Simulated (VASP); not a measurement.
Here is a VASP 6.6.1 calculation.

INCAR

```
ALGO = Normal ; EDIFF = 1E-6
EDIFFG = -0.01 ; ENCUT = 600
GGA = PS ; IBRION = 2
ISIF = 3 ; ISMEAR = 0
KPAR = 2 ; LASPH = True
LCHARG = False ; LREAL = False
LWAVE = False ; NELM = 80
NSW = 90 ; PREC = Accurate
SIGMA = 0.03
```

File KPOINTS:

```
k-points
0
Gamma
  12 12 3
```

The input POSCAR:

```
SiC
1.0
    3.0756941497      0.0000000000      0.0000000000
   -1.5378470748      2.6636292679      0.0000000000
    0.0000000000      0.0000000000     10.0706464800
Si C
4 4
Direct
    0.6666666700      0.3333333300      0.9378419800
    0.3333333300      0.6666666700      0.4378419800
    0.0000000000      0.0000000000      0.6878943800
    0.0000000000      0.0000000000      0.1878943800
    0.6666666700      0.3333333300      0.7498025900
    0.3333333300      0.6666666700      0.2498025900
    0.0000000000      0.0000000000      0.5004600500
    0.0000000000      0.0000000000      0.0004600500
```

Potentials or basis: VASP PAW PBE potentials, release 64 (Si, C).

Launch:

```bash
$ cat potpaw_PBE.64/Si/POTCAR potpaw_PBE.64/C/POTCAR > POTCAR
$ mpirun -np 2 vasp_std > vasp.out
```

Task: Estimate the space group after relaxing (to 0.05 Å).

Result: P6_3mc (No. 186).

Task: Predict the relaxed volume.

Result: 10.34 Å³/atom.

Task: What does it give for the band gap on the k mesh?

Result: 2.11 eV, indirect (least direct gap 3.23 eV).

Task: Predict the relaxed cell.

Result: a = 3.079 Å, b = 3.079 Å, c = 10.080 Å, α = 90.00°, β = 90.00°, γ = 120.00°.

Forces in eV/Å, atoms in the order of the input:
```
Si   0.000  0.000  0.002
Si   0.000  0.000  0.002
Si   0.000  0.000  0.002
Si   0.000  0.000  0.002
C    0.000  0.000 -0.001
C    0.000  0.000 -0.001
C    0.000  0.000 -0.002
C    0.000  0.000 -0.002
```

Caveat: the PAW data sets were made with another functional, which shifts forces and pressure a little; an odd mesh through Γ misses points on the zone boundary, where band edges often lie.
